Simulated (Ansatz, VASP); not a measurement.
ZnS: VASP beside Ansatz

Contents of INCAR:

```
SYSTEM = ZnS
ALGO = Normal
EDIFF = 1E-7
ENCUT = 520
GGA = PS
ISIF = 2
ISMEAR = 0
LASPH = .TRUE.
LCHARG = .TRUE.
LELF = .TRUE.
LREAL = .FALSE.
LVHAR = .TRUE.
LWAVE = .FALSE.
NBANDS = 26
NELM = 100
PREC = Accurate
SIGMA = 0.1
```

The input KPOINTS:

```
k-points
0
G
  6 6 4
  0 0 0
```

POSCAR

```
ZnS
1.0
    3.7603904454      0.0000000000      0.0000000000
   -1.8801952227      3.2565936539      0.0000000000
    0.0000000000      0.0000000000      6.1378736591
Zn S
2 2
Direct
    0.3333333333      0.6666666667      0.0000000000
    0.6666666667      0.3333333333      0.5000000000
    0.3333333333      0.6666666667      0.3850000000
    0.6666666667      0.3333333333      0.8850000000
```

Input for Ansatz:

```yaml
crystal:
  lattice:
    - [3.7603904454, 0.0, 0.0]
    - [-1.8801952227, 3.2565936539, 0.0]
    - [0.0, 0.0, 6.1378736591]
  atoms:
    - { symbol: Zn, position: [0.3333333333, 0.6666666667, 0.0] }
    - { symbol: Zn, position: [0.6666666667, 0.3333333333, 0.5] }
    - { symbol: S, position: [0.3333333333, 0.6666666667, 0.385] }
    - { symbol: S, position: [0.6666666667, 0.3333333333, 0.885] }
basis:
  ecutwfc: 420
kpoints:
  mp_grid: { grid: [6, 6, 4] }
hamiltonian:
  xc: pbesol
scf:
  occupations: { method: gaussian, width: 0.1 }
output:
  forces: true
  stress: true
  eigenvalues: true
```

Alike in both runs: task single point; functional PBEsol; k mesh 6 × 6 × 4; occupations gaussian, width 0.1 eV; no spin polarisation.

```csv
,VASP,Ansatz
version,VASP 6.6.1,Ansatz 0.2.0
potentials or method,"VASP PAW PBE potentials, release 64 (Zn, S)","scalar-relativistic, plane waves, PAW"
plane-wave cutoff (eV),520,420
valence electrons in the cell,36,36
```

```tsv
	VASP	Ansatz	Ansatz less VASP
gap on the k mesh at the Fermi level (eV)	2.31	2.30	-0.009
least direct gap on the mesh (eV)	2.31	2.30	-0.009
pressure (GPa)	2.3	2.1	-0.21
largest component of the traceless stress (GPa)	1.49	1.48	-0.015
rms of the force components (eV/Å)	0.202	0.201	-0.0013
```

Atom by atom the forces differ by 0.001 eV/Å (rms over components). With one functional, cell and mesh, what is left measures potentials, basis and numerics.

Caveats: the PAW data sets were made with another functional, which shifts forces and pressure a little (VASP).
